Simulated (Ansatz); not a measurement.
An element in the bcc structure gives these cold pressures by all-electron LAPW under PBE (Ansatz 0.2.0, scalar-relativistic, no spin polarisation).

```csv
V (Å³/atom),P (GPa)
24.89,-0.04
22.40,6.56
19.91,16.58
17.43,32.1
14.94,56.5
12.45,96.2
9.96,165.5
```

(1) Which element is it?

Answers

(1) Sc. Its zero-pressure volume in this structure is near 24.9 Å³/atom; the volume and the steepness of P(V) together point to it, though neighbours can come close. Neighbours weren't tried against these numbers.
